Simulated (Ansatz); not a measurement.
**How far is this CaO from the hull?**

All numbers below come from Ansatz, DFT PBE, scalar-relativistic, plane waves, PAW. All cells share a 420 eV cutoff and Γ-centred k meshes spaced at most about 0.3 Å⁻¹ (2π included). No spin polarisation.

Formation energies are uncorrected and refer to the elements' standard structures at the same level (O₂ as a molecule).

All energies are static (0 K, no zero-point motion).

The competitors are the elements and 1 reference phase of this chemical system (from databases or known types: CaO), relaxed at the same level; some compounds that the Crystallography Open Database lists (CaO2) aren't among them, so the margin is a lower bound.

The candidate was reached from: close-packed anion layers stacked AB, repeated with a shift to B.

```
Ca O
1.0
     1.67478    0.96694    5.82668
    -1.67478    0.96694    5.82668
     0.00000   -1.93387    5.82668
Ca O
2 2
Cartesian
  0.0000 0.0000 7.2636
  0.0000 0.0000 10.2270
  0.0000 0.0000 0.0194
  0.0000 0.0000 14.5367
```

Q: Is it stable, and against what?

A: Not the lowest form: another structure of the same formula lies lower. Its formation energy is -2.810 eV/atom. The lowest competing phase at this composition is this:

| phase | space group | source | share of atoms | ΔE_f (eV/atom) |
| --- | --- | --- | --- | --- |
| CaO | Fm-3m (No. 225) | Materials Project | 1.0000 | -2.947 |

The candidate lies 137 meV/atom above this phase. Its margin to the true hull is at least that. The candidate matches no cell in the subsets of the Crystallography Open Database and the Materials Project at hand. It is metastable at best. Whether it is a true minimum wasn't tested by phonons.
